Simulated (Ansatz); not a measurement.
Convergence notes, G0W0 on HfS2 (CdI2 type)

HfS2, CdI2 type, relaxed with r2SCAN+rVV10; one-shot G0W0 in Ansatz without spin-orbit coupling. Calculated for a static, non-magnetic cell.

```
Hf S
1.0
     3.63030    0.00000    0.00000
    -1.81515    3.14393    0.00000
     0.00000    0.00000    5.87836
Hf S
1 2
Direct
  0.00000 0.00000 0.00000
  0.33333 0.66667 0.24463
  0.66667 0.33333 0.75537
```

Gaps are read over the mesh points alone. G0W0 values are finite-basis, finite-mesh values.

| start | potentials | frequency model | mesh | empty bands | screening cutoff (eV) | Kohn-Sham gap (eV) | G0W0 gap (eV) | rough cost |
| --- | --- | --- | --- | --- | --- | --- | --- | --- |
| PBE | PAW | contour deformation | 6×6×2 | 109 | 80 | 1.03 | 1.84 | 60 core-seconds |
| PBE | PAW | contour deformation | 6×6×2 | 252 | 140 | 1.03 | 1.92 | 4 core-minutes |
| PBE | PAW | contour deformation | 6×6×2 | 463 | 210 | 1.03 | 1.95 | 18 core-minutes |
| HSE06 | PAW | contour deformation | 6×6×2 | 252 | 140 | 1.87 | 2.30 | 9 core-minutes |
| LDA | PAW | contour deformation | 6×6×2 | 252 | 140 | 0.87 | 1.89 | 4 core-minutes |
| r2SCAN | PAW | contour deformation | 6×6×2 | 252 | 140 | 1.35 | 2.13 | 5 core-minutes |
| PBE | PAW | Godby-Needs pole | 6×6×2 | 252 | 140 | 1.03 | 1.92 | 6 core-minutes |
| PBE | PAW | contour deformation | 6×6×4 | 109 | 80 | 1.04 | 1.84 | 4 core-minutes |
| PBE | norm-conserving | contour deformation | 6×6×2 | 252 | 140 | 1.06 | 1.94 | 5 core-minutes |

The quasiparticle gap on this mesh is 1.95 eV (Γ to L), against 1.03 eV from PBE: +0.92 eV. Renormalisation factors Z lie between 0.70 and 0.76.

Raising bands and cutoff together moves the gap by +0.08 eV (80 to 140 eV), then +0.03 eV (140 to 210 eV); the last step is small, which bounds nothing strictly. Starting from HSE06 (1.87 eV against PBE's 1.03 eV) gives 2.30 eV, +0.38 eV from G0W0@PBE at the same screening cutoff. Starting from LDA (0.87 eV against PBE's 1.03 eV) gives 1.89 eV, -0.03 eV from G0W0@PBE at the same screening cutoff. Starting from r2SCAN (1.35 eV against PBE's 1.03 eV) gives 2.13 eV, +0.21 eV from G0W0@PBE at the same screening cutoff. The Godby-Needs plasmon pole differs from contour deformation by 0.00 eV. A 6×6×4 mesh in place of 6×6×2 changes the opening over PBE by 0.00 eV (the gap on the mesh by 0.00 eV). Norm-conserving potentials (wave cutoff 789 eV against 420 eV) shift the quasiparticle gap by +0.02 eV and the PBE gap by +0.03 eV. r2SCAN runs take a wave cutoff of 500 eV.
